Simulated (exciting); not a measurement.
# Zn (Fm-3m) in exciting: reference runs, part 2 of 2

exciting (release sodium). The steps go on from the part before.

## 4. Equation of state, PBEsol, 14.26 Å³/atom (volume scaled by 0.94)

The input, input.xml:

```xml
<input>
  <title>Zn</title>
  <structure speciespath="./" tshift="false">
    <crystal scale="1">
      <basevect>0.000000000000 3.637094033236 3.637094033236</basevect>
      <basevect>3.637094033236 0.000000000000 3.637094033236</basevect>
      <basevect>3.637094033236 3.637094033236 0.000000000000</basevect>
    </crystal>
    <species speciesfile="Zn.xml" rmt="2">
      <atom coord="0.000000000000 0.000000000000 0.000000000000"/>
    </species>
  </structure>
  <groundstate do="fromscratch" ngridk="12 12 12" rgkmax="9" gmaxvr="14" lmaxapw="10" lmaxmat="10" lmaxvr="8" xctype="GGA_PBE_SOL" stype="Fermi Dirac" swidth="0.00183747" nempty="8" ValenceRelativity="iora*" epsengy="1e-05" epspot="1e-05" maxscl="60" outputlevel="normal"/>
</input>
```

Run with:

```sh
$ OMP_NUM_THREADS=1 exciting_smp
```

Wall time 19 s (1 thread of AMD EPYC 7R43 (Zen 3), shared host); peak memory 0.1 GiB.

Results (log left out):

| Property | Result |
| --- | --- |
| Free energy | -48836.6448 eV |
| Band gap on the k mesh | none (metal or under the smearing width) |
| All electrons inside the program's atomic spheres | Zn 28.12 (radii Zn 2.0 bohr) |

Caveat: the log's total energy holds no entropy term; the free energy is that total less TS from the occupations.

## 5. Equation of state, PBEsol, 14.56 Å³/atom (volume scaled by 0.96)

Changes to input.xml since step 4:

```diff
@@ -4,5 +4,5 @@
     <crystal scale="1">
-      <basevect>0.000000000000 3.637094033236 3.637094033236</basevect>
-      <basevect>3.637094033236 0.000000000000 3.637094033236</basevect>
-      <basevect>3.637094033236 3.637094033236 0.000000000000</basevect>
+      <basevect>0.000000000000 3.662708215444 3.662708215444</basevect>
+      <basevect>3.662708215444 0.000000000000 3.662708215444</basevect>
+      <basevect>3.662708215444 3.662708215444 0.000000000000</basevect>
     </crystal>
```

Run with:

```sh
$ OMP_NUM_THREADS=1 exciting_smp
```

Wall time 19 s (1 thread of AMD EPYC 7R43 (Zen 3), shared host); peak memory 0.1 GiB.

Results (log left out):

- Free energy: -48836.6417 eV
- Band gap on the k mesh: none (metal or under the smearing width)
- All electrons inside the program's atomic spheres: Zn 28.12 (radii Zn 2.0 bohr)

Caveat: the log's total energy holds no entropy term; the free energy is that total less TS from the occupations.

## 6. Equation of state, PBEsol, 14.87 Å³/atom (volume scaled by 0.98)

Changes to input.xml since step 5:

```diff
@@ -4,5 +4,5 @@
     <crystal scale="1">
-      <basevect>0.000000000000 3.662708215444 3.662708215444</basevect>
-      <basevect>3.662708215444 0.000000000000 3.662708215444</basevect>
-      <basevect>3.662708215444 3.662708215444 0.000000000000</basevect>
+      <basevect>0.000000000000 3.687969070455 3.687969070455</basevect>
+      <basevect>3.687969070455 0.000000000000 3.687969070455</basevect>
+      <basevect>3.687969070455 3.687969070455 0.000000000000</basevect>
     </crystal>
```

Potentials or basis: all-electron LAPW+lo, shipped species files, valence relativity iora*.

Run with:

```sh
$ OMP_NUM_THREADS=1 exciting_smp
```

It took 20 s on 1 thread of AMD EPYC 7R43 (Zen 3), shared host; peak memory 0.1 GiB.

The run converged. Its results:

```yaml
Free_energy: -48836.6355 eV
Band_gap_on_the_k_mesh: none (metal or under the smearing width)
All_electrons_inside_the_program's_atomic_spheres: Zn 28.11 (radii Zn 2.0 bohr)
```

Caveat: the log's total energy holds no entropy term; the free energy is that total less TS from the occupations.

## 7. Equation of state, PBEsol, 15.17 Å³/atom

Changes to input.xml since step 6:

```diff
@@ -4,5 +4,5 @@
     <crystal scale="1">
-      <basevect>0.000000000000 3.687969070455 3.687969070455</basevect>
-      <basevect>3.687969070455 0.000000000000 3.687969070455</basevect>
-      <basevect>3.687969070455 3.687969070455 0.000000000000</basevect>
+      <basevect>0.000000000000 3.712888536238 3.712888536238</basevect>
+      <basevect>3.712888536238 0.000000000000 3.712888536238</basevect>
+      <basevect>3.712888536238 3.712888536238 0.000000000000</basevect>
     </crystal>
```

Run with:

```sh
$ OMP_NUM_THREADS=1 exciting_smp
```

Run time: 20 s. Hardware: 1 thread of AMD EPYC 7R43 (Zen 3), shared host; peak memory 0.1 GiB.

The run converged. Its results:

```
Free energy                                       : -48836.6271 eV
Band gap on the k mesh                            : none (metal or under the smearing width)
All electrons inside the program's atomic spheres : Zn 28.10 (radii Zn 2.0 bohr)
```

Caveat: the log's total energy holds no entropy term; the free energy is that total less TS from the occupations.

## 8. Equation of state, PBEsol, 15.47 Å³/atom (volume scaled by 1.02)

Changes to input.xml since step 7:

```diff
@@ -4,5 +4,5 @@
     <crystal scale="1">
-      <basevect>0.000000000000 3.712888536238 3.712888536238</basevect>
-      <basevect>3.712888536238 0.000000000000 3.712888536238</basevect>
-      <basevect>3.712888536238 3.712888536238 0.000000000000</basevect>
+      <basevect>0.000000000000 3.737477918645 3.737477918645</basevect>
+      <basevect>3.737477918645 0.000000000000 3.737477918645</basevect>
+      <basevect>3.737477918645 3.737477918645 0.000000000000</basevect>
     </crystal>
```

Run with:

```sh
$ OMP_NUM_THREADS=1 exciting_smp
```

It took 20 s on 1 thread of AMD EPYC 7R43 (Zen 3), shared host; peak memory 0.1 GiB.

Results (log left out):

```yaml
Free_energy: -48836.6162 eV
Band_gap_on_the_k_mesh: none (metal or under the smearing width)
All_electrons_inside_the_program's_atomic_spheres: Zn 28.09 (radii Zn 2.0 bohr)
```

Caveat: the log's total energy holds no entropy term; the free energy is that total less TS from the occupations.

## 9. Equation of state, PBEsol, 15.78 Å³/atom (volume scaled by 1.04)

Changes to input.xml since step 8:

```diff
@@ -4,5 +4,5 @@
     <crystal scale="1">
-      <basevect>0.000000000000 3.737477918645 3.737477918645</basevect>
-      <basevect>3.737477918645 0.000000000000 3.737477918645</basevect>
-      <basevect>3.737477918645 3.737477918645 0.000000000000</basevect>
+      <basevect>0.000000000000 3.761747935825 3.761747935825</basevect>
+      <basevect>3.761747935825 0.000000000000 3.761747935825</basevect>
+      <basevect>3.761747935825 3.761747935825 0.000000000000</basevect>
     </crystal>
```

Potentials or basis: all-electron LAPW+lo, shipped species files, valence relativity iora*.

Run with:

```sh
$ OMP_NUM_THREADS=1 exciting_smp
```

It took 21 s on 1 thread of AMD EPYC 7R43 (Zen 3), shared host; peak memory 0.1 GiB.

It converged, with:

| Property | Result |
| --- | --- |
| Free energy | -48836.6035 eV |
| Band gap on the k mesh | none (metal or under the smearing width) |
| All electrons inside the program's atomic spheres | Zn 28.09 (radii Zn 2.0 bohr) |

Caveat: the log's total energy holds no entropy term; the free energy is that total less TS from the occupations.

## 10. Equation of state, PBEsol, 16.08 Å³/atom (volume scaled by 1.06)

Changes to input.xml since step 9:

```diff
@@ -4,5 +4,5 @@
     <crystal scale="1">
-      <basevect>0.000000000000 3.761747935825 3.761747935825</basevect>
-      <basevect>3.761747935825 0.000000000000 3.761747935825</basevect>
-      <basevect>3.761747935825 3.761747935825 0.000000000000</basevect>
+      <basevect>0.000000000000 3.785708759796 3.785708759796</basevect>
+      <basevect>3.785708759796 0.000000000000 3.785708759796</basevect>
+      <basevect>3.785708759796 3.785708759796 0.000000000000</basevect>
     </crystal>
```

Run with:

```sh
$ OMP_NUM_THREADS=1 exciting_smp
```

It took 21 s on 1 thread of AMD EPYC 7R43 (Zen 3), shared host; peak memory 0.1 GiB.

Results (log left out):

```
Free energy                                       : -48836.5889 eV
Band gap on the k mesh                            : none (metal or under the smearing width)
All electrons inside the program's atomic spheres : Zn 28.08 (radii Zn 2.0 bohr)
```

Caveat: the log's total energy holds no entropy term; the free energy is that total less TS from the occupations.

## 11. Equation of state, PBEsol

No new run: the results of the series are fitted here.

Results:

- Equilibrium volume: outside the volumes run

Energy against volume, from the lowest point:
```
volume (Å³/atom)  energy (meV/atom)
          14.259               0.00
          14.563               3.13
          14.866               9.28
          15.169              17.69
          15.473              28.61
          15.776              41.32
          16.080              55.93
```

Caveat: the minimum lies outside the volumes run.

## 12. Summary

```csv
task,cell,epsengy,epspot,maxscl,gap on the mesh (eV)
single point,as given,1e-05 Ha,1e-05 Ha,60,none
single point,cell strained at random at fixed volume,1e-05 Ha,1e-05 Ha,60,none
equation of state,as given,-,-,-,-
```

Alike in all rows: level PBEsol; potentials or basis all-electron LAPW+lo, shipped species files, valence relativity iora*; no spin polarisation; k mesh 12 × 12 × 12; smearing fermi-dirac 0.05 eV; rgkmax 9.

Caveats: the free energy is that total less TS from the occupations (some runs); the minimum lies outside the volumes run (some runs).

Compare energies only between runs with the same functional and basis.
